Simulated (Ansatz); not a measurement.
Input and command of a calculation in Ansatz (plane waves; scalar-relativistic PAW potentials unless the input names others):

```yaml
crystal:
  lattice:
    - [5.1819585999, 0.0, 0.0]
    - [-2.5909793, 4.4877077888, 0.0]
    - [0.0, 0.0, 5.7525981999]
  atoms:
    - { symbol: Si, position: [0.0, 0.5, 0.3333333333] }
    - { symbol: Si, position: [0.5, 0.5, 0.6666666667] }
    - { symbol: Si, position: [0.5, 0.0, 0.0] }
    - { symbol: O, position: [0.5839605948, 0.7919802974, 0.8333333333] }
    - { symbol: O, position: [0.7919802974, 0.5839605948, 0.5] }
    - { symbol: O, position: [0.7919802974, 0.2080197026, 0.1666666667] }
    - { symbol: O, position: [0.4160394052, 0.2080197026, 0.8333333333] }
    - { symbol: O, position: [0.2080197026, 0.4160394052, 0.5] }
    - { symbol: O, position: [0.2080197026, 0.7919802974, 0.1666666667] }
basis:
  ecutwfc: 420
kpoints:
  mp_grid: { grid: [6, 6, 4] }
hamiltonian:
  xc: pbe
scf:
  occupations: { method: tetrahedron_uncorrected }
output:
  forces: true
  eigenvalues: true
  stress: true
```

```bash
ansatz run input.yaml --threads 2 --pin off --max-ram 5120MiB --backend cpu --events-out ev --progress --plain --runs-dir out
```

Abridged log:
```
Basis set: ecut = 420 eV, 2581 PW (Γ), exchange–correlation on 72×72×80 points (8 copies of the dense FFT grid, shifted against one another)
Bands: 33, of which v1, the nominal top of the filled ones, is band 24 counted from 1 (23 counted from 0)
Symmetry: 12 space group operations
k-points: 21 of 144 (time reversal used)
SCF iter   1: F=—  HF=-5321.953822 eV  |F-HF|=—  |Δ(HF+E_count)|=         —  Δρ=1.89e-3  dr2=2.92e-3  ethr=1.77e-3  ⟨swp⟩=7.0  Hψ=3631  notcnv=0
SCF iter   2: F=—  HF=-5321.956592 eV  |F-HF|=—  |Δ(HF+E_count)|=   2.77e-3  Δρ=5.69e-4  dr2=2.16e-4  ethr=6.08e-6  ⟨swp⟩=3.5  Hψ=1664  notcnv=0  defer=44
SCF iter   3: F=—  HF=-5321.957027 eV  |F-HF|=—  |Δ(HF+E_count)|=   4.35e-4  Δρ=2.19e-4  dr2=4.62e-5  ethr=4.49e-7  ⟨swp⟩=2.9  Hψ=1082  notcnv=0  defer=44
SCF iter   4: F=—  HF=-5321.957033 eV  |F-HF|=—  |Δ(HF+E_count)|=   5.49e-6  Δρ=5.05e-5  dr2=3.08e-6  ethr=9.63e-8  ⟨swp⟩=3.0  Hψ=1305  notcnv=0  defer=44
SCF iter   5: F=—  HF=-5321.957034 eV  |F-HF|=—  |Δ(HF+E_count)|=   1.82e-6  Δρ=1.52e-5  dr2=2.86e-7  ethr=6.42e-9  ⟨swp⟩=2.9  Hψ=1278  notcnv=0  defer=44
SCF iter   6: F=-5321.957034 eV  HF=-5321.957034 eV  |F-HF|=1.77e-8  |Δ(HF+E_count)|=   1.59e-7  Δρ=2.77e-6  dr2=1.14e-8  ethr=2.08e-10  ⟨swp⟩=7.7  Hψ=2722  notcnv=0
SCF 1 converged in 6 iterations: F = -5321.957034 eV  dr2 = 1.14e-8
SCF converged after 6 iterations
Free energy (F): -5321.957034 eV
Harris-Foulkes:  -5321.957034 eV  (|F-HF|=1.77e-8)
Internal energy: -5321.957034 eV  (E = F + TS)
E sigma→0 (E₀):  -5321.957034 eV
Fermi energy:    1.180090 eV
--- Forces (eV/Å), atoms counted from 1 ---
  atom   1  Si     0.00000000     0.00000000     0.00000000
  atom   2  Si     0.00000000     0.00000000     0.00000000
  atom   3  Si     0.00000000     0.00000000     0.00000000
  atom   4  O     -0.32590412    -0.18816083     0.00000000
  atom   5  O      0.00000000    -0.37632166     0.00000000
  atom   6  O     -0.32590412     0.18816083     0.00000000
  atom   7  O      0.32590412     0.18816083     0.00000000
  atom   8  O      0.00000000     0.37632166     0.00000000
  atom   9  O      0.32590412    -0.18816083     0.00000000
--- Stress (GPa, compression-positive) ---
       -8.713867       0.000000       0.000000
        0.000000      -8.713867       0.000000
        0.000000       0.000000      -9.967256
  P = ⅓ Tr σ = -9.1317 GPa (-91.317 kbar)
```

Apart from outputs and empty bands, the input differs from a reference run on usual settings in scf.occupations.width: 0.05 → not typed; scf.occupations.method: "gaussian" → "tetrahedron_uncorrected". The reference, at the same geometry (not necessarily relaxed), gave pressure -9.13 GPa, largest force 0.376 eV/Å, gap on the mesh 5.09 eV. This run converged in 6 SCF iterations (reference: 6) with an energy at zero smearing within 0.01 meV/atom of the reference's, pressure -9.13 GPa, largest force 0.376 eV/Å, gap on the mesh 5.09 eV.

It took 4.2 s on 2 threads of Arm Neoverse V1 (shared host), peak memory 0.35 GiB.